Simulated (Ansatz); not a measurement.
## Structure relaxation of Mo

All numbers below come from DFT PBE, scalar-relativistic, plane waves, PAW (Ansatz 0.2.0).

Mo was placed on the alpha-gallium structure type (Cmce, No. 64), at a guessed volume.

Input of the last, converged step (default PAW datasets):

```yaml
crystal:
  lattice:
    - [-1.5680204791, 1.5680204791, 3.7754032404]
    - [1.5680204791, -1.5680204791, 3.7754032404]
    - [1.5680204791, 1.5680204791, -3.7754032404]
  atoms:
    - { symbol: Mo, position: [0.8387340888, 0.8387340888, 0.0] }
    - { symbol: Mo, position: [0.1612659112, 0.1612659112, 0.0] }
basis:
  ecutwfc: 420
kpoints:
  mp_grid: { grid: [24, 24, 24] }
hamiltonian:
  xc: pbe
scf:
  occupations: { method: gaussian, width: 0.1 }
output:
  forces: true
  stress: true
  eigenvalues: true
relax:
  adjacent_minimum: "off"
  f_tol: 0.01
  max_steps: 80
  cell: { stress_tol: 0.05 }
```

It can be run as:

```bash
ansatz run input.yaml --threads 1 --pin off --backend cpu --events-out ev --progress --plain --runs-dir out  # memory cap (--max-ram) not shown
```

End of the output:

```
SCF converged after 8 iterations
Free energy (F): -9910.183131 eV
Harris-Foulkes:  -9910.183131 eV  (|F-HF|=3.64e-12)
Internal energy: -9910.176154 eV  (E = F + TS)
E sigma→0 (E₀):  -9910.179642 eV
Entropy (-TS):   -0.006978 eV (-3.489 meV/atom)
Fermi energy:    16.913135 eV
--- Per-component energies (eV) ---
  E_band       = -212.894733
  E_kinetic    = 883.315966
  E_local      = -2063.336457  (includes V_loc(G=0)·N_el)
  E_nonlocal   = 290.127000
  E_hartree    = 711.672148
  E_xc         = -365.599825
  E_vxc        = -456.177756  (∫ρ·V_xc dr)
  E_paw        = -6404.059701  (= ΣΔE_a)
  E_vpaw       = -290.167869  (= ΣTr[D̂ρ^β])
  E_aug_tail   = 0.000087  (compensation charges beyond the density's cutoff)
  E_ewald      = -2962.295372
  E_smearing   = -0.006978  (= −TS)
  E_closure    = 0.000000  (closes the sum)
  Σ components = -9910.183131   (vs F -9910.183131, Δ=0.00e0)
--- Forces (eV/Å), atoms counted from 1 ---
  atom   1  Mo     0.00000000     0.00000000     0.00042417
  atom   2  Mo     0.00000000     0.00000000    -0.00042417
  max |Σ_I F_I| component: 1.08e-19 eV/Å
--- Stress (GPa, compression-positive) ---
       -0.001495       0.000000       0.000000
        0.000000      -0.001495       0.000000
        0.000000       0.000000      -0.009149
  P = ⅓ Tr σ = -0.0040 GPa (-0.040 kbar)
--- Relaxed structure (5 steps of the walk, 4 accepted, 1 SCFs on fresh bases) ---
  F+E_penalty+E_count = -9910.18313123 eV   max|allowed force component| = 4.242e-4 eV/Å   (the final SCF, on the basis selected at the relaxed cell)
  cell:  # Å, volume = 37.0791 Å³
    - [-1.564801, 1.564801, 3.785745]
    - [1.564801, -1.564801, 3.785745]
    - [1.564801, 1.564801, -3.785745]
  atoms:
    - { symbol: Mo, position: [0.839067, 0.839067, 0.000000] }
    - { symbol: Mo, position: [0.160933, 0.160933, 0.000000] }
```

Total energies depend on the potentials used, so only differences within one code and one set of settings carry meaning.

The result has space group I4/mmm (No. 139). Mo is coordinated by 1 Mo at 2.44 Å, 4 Mo at 2.59 Å and 4 Mo at 3.13 Å.

It lies 0.93 eV/atom above the element's standard state at the same level.

The k mesh leaves about 4 meV/atom of noise in metals.

A structure relaxed within its symmetry needn't be a true minimum.